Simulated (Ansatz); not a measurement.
Put ZnS in P4_12_12 (No. 92): Zn on 4a; S on 4a. Recipe of this trial structure of ZnS: 4-connected net, two elements alternating.

The calculation used DFT PBE, scalar-relativistic, plane waves, PAW in Ansatz 0.2.0. Cutoff 420 eV, Γ-centred mesh, Gaussian smearing, no spin polarisation.

Formation energies are uncorrected and refer to the elements' standard structures at the same level.

Problem. Give the relaxed lattice parameters and positions.

Solution.

Space group P4_12_12 (No. 92). a = 6.607 Å, b = 6.607 Å, c = 3.646 Å, α = 90.00°, β = 90.00°, γ = 90.00°
```
atom  site  symmetry       x       y       z
  Zn    4a       ..2  0.6690  0.6690  0.5000
   S    4a       ..2  0.8310  0.8310  0.0000
```

Zn has 4 S at 2.37–2.41 Å; around S lie 4 Zn at 2.37–2.41 Å. Another local minimum with the same sites may exist.

Problem. And its energy and gap?

Solution. The formation energy is −0.617 eV/atom and the gap on the 4×4×8 mesh of the 8-atom cell is 1.59 eV. A negative formation energy is needed for stability but isn't enough: competing phases decide.

The last run used Gaussian smearing of 0.02 eV. Kohn–Sham gaps at this level usually fall short of measured ones. The reference form of S is held partly by dispersion forces, which this level lacks. Symmetry constrained the relaxation, so the result can be a saddle point.
